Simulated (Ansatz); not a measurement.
# SnO2 in Ansatz: the effect of functional

The system is SnO2.

```
Sn O
1.0
     0.00000    2.62464    2.62464
     2.62464    0.00000    2.62464
     2.62464    2.62464    0.00000
Sn O
1 2
Direct
  0.00000 0.00000 0.00000
  0.75000 0.75000 0.75000
  0.25000 0.25000 0.25000
```

Measurements of this composition are mostly on another form, of space group No. 136.

The cell isn't the ideal one: volume scaled by 1.06.

Alike in all runs:

```yaml
Program: Ansatz 0.2.0
Task: single point
Potentials_or_basis: Ansatz PAW
k_mesh: 9 × 9 × 9
Occupations: fermi-dirac, width 0.05 eV
Spin: no spin polarisation
```

```csv
functional,cutoff,pressure (GPa)
LDA,420 eV (not typed: the program's choice for these potentials),-20.4
PBEsol,420 eV (not typed: the program's choice for these potentials),-15.7
r2SCAN,500 eV (not typed: the program's choice for these potentials),?
```

Question: What does the run with functional r2SCAN give?

Answer: Pressure -18.6 GPa.

Caveats: the PAW data sets come from PBE, with cores solved anew for the run's functional, which leaves a small shift of forces and pressure.
